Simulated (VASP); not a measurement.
# TiPt3 (Pm-3m) in VASP: notebook, part 3 of 3

VASP 6.6.1. Earlier steps stand in the parts before.

**5. Relaxation of cell and atoms, PBE+D3(BJ)**

This run uses another cell than the first one, of 15.11 Å³/atom, 1.016 times its volume.

INCAR reads:

```
SYSTEM = TiPt3
  PREC = Accurate
  ENCUT = 600
  EDIFF = 1E-6
  ISMEAR = 0
  SIGMA = 0.1
  LREAL = .False.
  LASPH = .True.
  NELM = 100
  ALGO = Fast
  ISIF = 3
  LWAVE = .False.
  LCHARG = .False.
  GGA = PE
  IVDW = 12
  IBRION = 2
  NSW = 90
  EDIFFG = -0.04
```

KPOINTS reads:

```
Automatic mesh
0
Gamma
  4 4 4
  0 0 0
```

POSCAR reads:

```
TiPt3
1.0
    3.9245255000      0.0000000000      0.0000000000
    0.0000000000      3.9245255000      0.0000000000
    0.0000000000      0.0000000000      3.9245255000
Ti Pt
1 3
Direct
    0.0000000000      0.0000000000      0.0000000000
    0.5000000000      0.5000000000      0.0000000000
    0.5000000000      0.0000000000      0.5000000000
    0.0000000000      0.5000000000      0.5000000000
```

The run is started by

```sh
> cat potpaw_PBE.64/Ti_sv/POTCAR potpaw_PBE.64/Pt/POTCAR > POTCAR
> mpirun -np 1 vasp_std > vasp.out
```

It took 61 s on 1 thread of Intel Xeon Platinum 8559C (Emerald Rapids), shared host; peak memory 0.2 GiB.

The run converged. Its results:

| Quantity | Value |
| --- | --- |
| Free energy | -32.5785 eV |
| Relaxed volume | 14.85 Å³/atom |
| Relaxed cell | a = 3.902 Å, b = 3.902 Å, c = 3.902 Å, α = 90.00°, β = 90.00°, γ = 90.00° |
| Space group after relaxing (to 0.05 Å) | Pm-3m (No. 221) |
| Energy gained by relaxing | 3.8 meV/atom |
| Ionic steps | 3 |
| Pressure after relaxing | -0.1 GPa |
| Band gap on the k mesh | none (metal or under the smearing width) |
| Dispersion energy per atom | -0.767 eV |

Step by step:
```csv
step,energy change (eV),largest force (eV/Å),pressure (GPa),volume (Å³)
1,0.0000,0.0000,-4.51,60.45
2,0.0856,0.0000,13.11,56.80
3,-0.0153,0.0000,-0.06,59.39
```

Final structure:
```
CELL_PARAMETERS angstrom
3.90166 0.00000 0.00000
0.00000 3.90166 0.00000
0.00000 0.00000 3.90166
ATOMIC_POSITIONS crystal
Ti 0.00000 0.00000 0.00000
Pt 0.50000 0.50000 0.00000
Pt 0.50000 0.00000 0.50000
Pt 0.00000 0.50000 0.50000
```

Levels at points of the mesh, in eV from the Fermi level:
| k point | band 17 | band 18 | band 19 | band 20 | band 21 | band 22 | band 23 | band 24 | band 25 |
| --- | --- | --- | --- | --- | --- | --- | --- | --- | --- |
| (0.00, 0.00, 0.00) | -0.55 | 0.01 | 0.01 | 0.01 | 1.38 | 1.38 | 1.58 | 1.58 | 1.58 |
| (0.50, 0.00, 0.00) | -2.69 | -2.69 | -2.62 | -1.40 | -0.21 | -0.21 | 0.02 | 0.46 | 0.76 |
| (0.50, 0.50, 0.00) | -3.13 | -3.13 | -2.45 | -2.31 | -2.28 | 0.20 | 0.20 | 1.46 | 1.48 |
| (0.50, 0.50, 0.50) | -0.97 | -0.69 | -0.69 | -0.69 | -0.48 | -0.48 | -0.48 | 1.18 | 1.18 |

Caveat: the k mesh is coarse (spacing up to 0.40 Å⁻¹), so the values aren't converged; pairwise dispersion overbinds metals, which lowers pressure and volume. Spin-orbit coupling is left out, which matters for the levels of Pt.

**6. Single point, PBE+D3(BJ)**

This run uses another cell than the first one, of 15.11 Å³/atom, 1.016 times its volume.

INCAR reads:

```
SYSTEM = TiPt3
PREC     = Accurate       ! precision mode
ENCUT    = 520            ! plane-wave cutoff, eV
EDIFF    = 1E-7           ! SCF threshold, eV
ISMEAR   = 0              ! smearing method
SIGMA    = 0.1            ! smearing width, eV
LREAL    = .FALSE.        ! projectors in reciprocal space
LASPH    = .TRUE.         ! aspherical terms in the spheres
NELM     = 60             ! most SCF steps
ALGO     = Normal         ! electronic algorithm
ISIF     = 2              ! what is computed and relaxed
LWAVE    = .FALSE.        ! write WAVECAR
LCHARG   = .FALSE.        ! write CHGCAR
GGA      = PE             ! functional
IVDW     = 12             ! dispersion correction
NBANDS   = 29             ! bands
```

KPOINTS reads:

```
regular mesh
0
G
  4 4 4
  0 0 0
```

POSCAR is that of step 5.

Potentials or basis: VASP PAW PBE potentials, release 64 (Ti_sv, Pt).

The run is started by

```sh
> cat potpaw_PBE.64/Ti_sv/POTCAR potpaw_PBE.64/Pt/POTCAR > POTCAR
> mpirun -np 1 vasp_std > vasp.out
```

OUTCAR:

```text
SYSTEM = TiPt3
   PREC = Accurate
   ENCUT = 520
   EDIFF = 1E-7
   ISMEAR = 0
   LREAL = .FALSE.
   LASPH = .TRUE.
   NELM = 60
   ISIF = 2
   GGA = PE
   IVDW = 12
 IVDW          = 12

 ion  position               nearest neighbor table
   1  0.000  0.000  0.000-   2 2.78   3 2.78   4 2.78   3 2.78   4 2.78   2 2.78   4 2.78   4 2.78
                             2 2.78   3 2.78   3 2.78   2 2.78
   2  0.500  0.500  0.000-   1 2.78   3 2.78   4 2.78   3 2.78   4 2.78   1 2.78   3 2.78   3 2.78
                             1 2.78   4 2.78   4 2.78   1 2.78
   3  0.500  0.000  0.500-   1 2.78   2 2.78   4 2.78   1 2.78   2 2.78   2 2.78   4 2.78   2 2.78
                             1 2.78   4 2.78   1 2.78   4 2.78
   4  0.000  0.500  0.500-   1 2.78   2 2.78   3 2.78   1 2.78   2 2.78   1 2.78   3 2.78   1 2.78
                             2 2.78   3 2.78   2 2.78   3 2.78

  LATTYP: Found a simple cubic cell.
 ALAT       =     3.9245255000

  Lattice vectors:

 A1 = (   3.9245255000,   0.0000000000,   0.0000000000)
 A2 = (   0.0000000000,   3.9245255000,   0.0000000000)
 A3 = (   0.0000000000,   0.0000000000,   3.9245255000)

Analysis of symmetry for initial positions (statically):
=====================================================================
 Subroutine PRICEL returns:
 Original cell was already a primitive cell.

 Routine SETGRP: Setting up the symmetry group for a
 simple cubic supercell.

 Subroutine GETGRP returns: Found 48 space group operations
 (whereof 48 operations were pure point group operations)
 out of a pool of 48 trial point group operations.

The static configuration has the point symmetry O_h .

Analysis of symmetry for dynamics (positions and initial velocities):
=====================================================================
 Subroutine PRICEL returns:
 Original cell was already a primitive cell.

 Routine SETGRP: Setting up the symmetry group for a
 simple cubic supercell.

 Subroutine GETGRP returns: Found 48 space group operations
 (whereof 48 operations were pure point group operations)
 out of a pool of 48 trial point group operations.

The dynamic configuration has the point symmetry O_h .

 Subroutine INISYM returns: Found 48 space group operations
 (whereof 48 operations are pure point group operations),
 and found     1 'primitive' translations

----------------------------------------------------------------------------------------

                                     Primitive cell

  volume of cell :      60.4452

  direct lattice vectors                    reciprocal lattice vectors
     3.924525500  0.000000000  0.000000000     0.254807874  0.000000000  0.000000000
     0.000000000  3.924525500  0.000000000     0.000000000  0.254807874  0.000000000
     0.000000000  0.000000000  3.924525500     0.000000000  0.000000000  0.254807874

  length of vectors
     3.924525500  3.924525500  3.924525500     0.254807874  0.254807874  0.254807874

  position of ions in fractional coordinates (direct lattice)
     0.000000000  0.000000000  0.000000000
     0.500000000  0.500000000  0.000000000
     0.500000000  0.000000000  0.500000000
     0.000000000  0.500000000  0.500000000

  ion indices of the primitive-cell ions
   primitive index   ion index
                 1           1
                 2           2
                 3           3
[... 31 lines left out ...]
  0.250000  0.000000  0.000000      6.000000
  0.500000  0.000000  0.000000      3.000000
  0.250000  0.250000  0.000000     12.000000
  0.500000  0.250000  0.000000     12.000000
  0.500000  0.500000  0.000000      3.000000
  0.250000  0.250000  0.250000      8.000000
  0.500000  0.250000  0.250000     12.000000
  0.500000  0.500000  0.250000      6.000000
  0.500000  0.500000  0.500000      1.000000
   k-points           NKPTS =     10   k-points in BZ     NKDIM =     10   number of bands    NBANDS=     29
   number of dos      NEDOS =    301   number of ions     NIONS =      4
   total plane-waves  NPLWV =  27000
   dimension x,y,z NGX =    30 NGY =   30 NGZ =   30
   dimension x,y,z NGXF=    60 NGYF=   60 NGZF=   60
   ions per type =               1   3
   NGX,Y,Z   is equivalent  to a cutoff of  12.71, 12.71, 12.71 a.u.
   NGXF,Y,Z  is equivalent  to a cutoff of  25.42, 25.42, 25.42 a.u.
 SYSTEM =  TiPt3
   PREC   = accura    normal or accurate (medium, high low for compatibility)
   ISTART =      0    job   : 0-new  1-cont  2-samecut
   ICHARG =      2    charge: 1-file 2-atom 10-const
   ISPIN  =      1    spin polarized calculation?
   LNONCOLLINEAR =      F non collinear calculations
   LSORBIT =      F    spin-orbit coupling
   LASPH  =      T    aspherical Exc in radial PAW
   ENCUT  =  520.0 eV  38.22 Ry    6.18 a.u.   7.30  7.30  7.30*2*pi/ulx,y,z
   NELM   =     60;   NELMIN=  2; NELMDL= -5     # of ELM steps
   EDIFF  = 0.1E-06   stopping-criterion for ELM
   LREAL  =      F    real-space projection
   EDIFFG = 0.1E-05   stopping-criterion for IOM
   NSW    =      0    number of steps for IOM
   IBRION =     -1    ionic relax: 0-MD 1-quasi-New 2-CG
   NFREE  =      0    steps in history (QN), initial steepest desc. (CG)
   ISIF   =      2    stress and relaxation
   ISYM   =      2    0-nonsym 1-usesym 2-fastsym
   POTIM  = 0.5000    time-step for ionic-motion
   TEBEG  =    0.0;   TEEND  =   0.0 temperature during run
   PSTRESS=    0.0 pullay stress
   NELECT =      42.0000    total number of electrons
   NUPDOWN=      -1.0000    fix difference up-down
   EMIN   =  10.00;   EMAX   =-10.00  energy-range for DOS
   EFERMI =   0.00;   METHOD = LEGACY
   ISMEAR =     0;   SIGMA  =   0.10  broadening in eV -4-tet -1-fermi 0-gaus
   EFERMI_NEDOS =   21; number of points for ismear=-14 and -15
   IALGO  =     38    algorithm
   IMIX   =      4    mixing-type and parameters
     AMIX     =   0.40;   BMIX     =  1.00
     AMIX_MAG =   1.60;   BMIX_MAG =  1.00
  volume/ion in A,a.u.               =      15.11       101.98
  Fermi-wavevector in a.u.,A,eV,Ry     =   1.450009  2.740120 28.606614  2.102527
  Thomas-Fermi vector in A             =   2.567670
   LORBIT       =      0    0 simple, 1 ext, 2 COOP (PROOUT), +10 PAW based schemes
   GGA     = PE    functional components
   LHFCALC =     F    Hartree Fock is set to
   AEXX    =    0.0000 exact exchange contribution
   IVDW    =    12    specifies the selected vdW correction
   LEPSILON=     F    determine dielectric tensor
   LRPA    =     F    only Hartree local field effects (RPA)
 non-spin polarized calculation
 Gauss-broadening in eV      SIGMA  =   0.10
  energy-cutoff  :      520.00
  volume of cell :       60.45
 maximum number of plane-waves:      1647
 NGX is ok and might be reduce to    30
   NGX = 15   NGY = 15   NGZ = 15

 number of electron      42.0000003 magnetization

 Free energy of the ion-electron system (eV)
  ---------------------------------------------------
  ext. energy  EPLUGINS =         0.00000000
  ---------------------------------------------------
  free energy    TOTEN  =       -29.55181226 eV

  energy without entropy =      -29.54113814  energy(sigma->0) =      -29.54647520

 E-fermi :  11.4775     XC(G=0): -13.1631

 val. band max:       11.2965388448   @ k =   0.5000   0.0000   0.0000
 cond. band min:      11.4903541759   @ k =   0.0000   0.0000   0.0000
 fundamental gap:      0.1938153311
 Fermi energy:        11.4774751223

 k-point     1 :       0.0000    0.0000    0.0000
  band No.  band energies     occupation
      1     -46.7186      2.00000
      2     -22.9303      2.00000
      3     -22.9303      2.00000
      4     -22.9303      2.00000
      5       1.4701      2.00000
      6       4.2721      2.00000
[... 309 lines left out ...]
     28      12.9861      0.00000
     29      16.9547      0.00000

------------------------ aborting loop because EDIFF is reached ----------------------------------------

 Edisp (eV)   -3.01121

 E8    (eV) :    -1.3932

  FORCE on cell =-STRESS in cart. coord.  units (eV):
  Direction    XX          YY          ZZ          XY          YZ          ZX
  --------------------------------------------------------------------------------------
  -------------------------------------------------------------------------------------
  Total      -1.71839    -1.71839    -1.71839     0.00000     0.00000     0.00000
  in kB     -45.54812   -45.54812   -45.54812     0.00000     0.00000     0.00000
  external pressure =      -45.55 kB  Pullay stress =        0.00 kB

 VOLUME and BASIS-vectors are now :
 -----------------------------------------------------------------------------
  energy-cutoff  :      520.00
  volume of cell :       60.45
      direct lattice vectors                 reciprocal lattice vectors
     3.924525500  0.000000000  0.000000000     0.254807874  0.000000000  0.000000000
     0.000000000  3.924525500  0.000000000     0.000000000  0.254807874  0.000000000
     0.000000000  0.000000000  3.924525500     0.000000000  0.000000000  0.254807874

 POSITION                                       TOTAL-FORCE (eV/Angst)
 -----------------------------------------------------------------------------------
      0.00000      0.00000      0.00000         0.000000      0.000000      0.000000
      1.96226      1.96226      0.00000         0.000000      0.000000      0.000000
      1.96226      0.00000      1.96226         0.000000      0.000000      0.000000
      0.00000      1.96226      1.96226         0.000000      0.000000      0.000000
 -----------------------------------------------------------------------------------
    total drift:                                0.000000      0.000000     -0.000000

  FREE ENERGIE OF THE ION-ELECTRON SYSTEM (eV)
  ---------------------------------------------------
  free  energy   TOTEN  =       -32.5630264595 eV

  energy  without entropy=      -32.5523523436  energy(sigma->0) =      -32.55768940
```

Run time: 16 s. Hardware: 1 thread of Intel Xeon Platinum 8559C (Emerald Rapids), shared host; peak memory 0.18 GiB.

What came out:

```yaml
Free_energy: -32.5630 eV
Pressure: -4.6 GPa
Band_gap_on_the_k_mesh: none (metal or under the smearing width)
Dispersion_energy_per_atom: -0.753 eV
```

Levels at points of the mesh, in eV from the Fermi level:
| k point | band 17 | band 18 | band 19 | band 20 | band 21 | band 22 | band 23 | band 24 | band 25 | band 26 |
| --- | --- | --- | --- | --- | --- | --- | --- | --- | --- | --- |
| (0.00, 0.00, 0.00) | -0.53 | 0.01 | 0.01 | 0.01 | 1.36 | 1.36 | 1.61 | 1.61 | 1.61 | 1.97 |
| (0.50, 0.00, 0.00) | -2.61 | -2.61 | -2.54 | -1.36 | -0.18 | -0.18 | 0.02 | 0.48 | 0.76 | 1.94 |
| (0.50, 0.50, 0.00) | -3.04 | -3.04 | -2.36 | -2.25 | -2.21 | 0.22 | 0.22 | 0.39 | 1.44 | 1.44 |
| (0.50, 0.50, 0.50) | -0.88 | -0.63 | -0.63 | -0.63 | -0.46 | -0.46 | -0.46 | 1.16 | 1.16 | 1.16 |

Caveat: the k mesh is coarse (spacing up to 0.40 Å⁻¹), so the values aren't converged; pairwise dispersion overbinds metals, which lowers pressure and volume. The run has no spin-orbit coupling, so splittings on Pt are missing.

**7. The runs side by side**

| task | cell | k mesh | cutoff (eV) | mesh quality | gap on the mesh (eV) | pressure (GPa) | relaxed volume (Å³/atom) |
| --- | --- | --- | --- | --- | --- | --- | --- |
| single point | Pm-3m, 14.88 Å³/atom | 12 × 12 × 12 | 520 | not flagged | none | -0.4 | - |
| relaxation of cell and atoms | relaxed | 12 × 12 × 12 | 600 | not flagged | none | 0.0 | 14.86 |
| single point | Pm-3m, 14.88 Å³/atom | 4 × 4 × 4 | 520 | coarse | none | -0.6 | - |
| relaxation of cell and atoms | relaxed | 4 × 4 × 4 | 600 | coarse | none | -0.1 | 14.85 |
| single point | Pm-3m, 15.11 Å³/atom | 4 × 4 × 4 | 520 | coarse | none | -4.6 | - |

Alike in all rows: level PBE+D3(BJ); potentials or basis VASP PAW PBE potentials, release 64 (Ti_sv, Pt); no spin polarisation; smearing gaussian 0.1 eV.

Caveats: some runs use coarse meshes; pairwise dispersion overbinds metals, which lowers pressure and volume.

Total energies depend on the potentials used, so only differences within one code and one set of settings carry meaning.
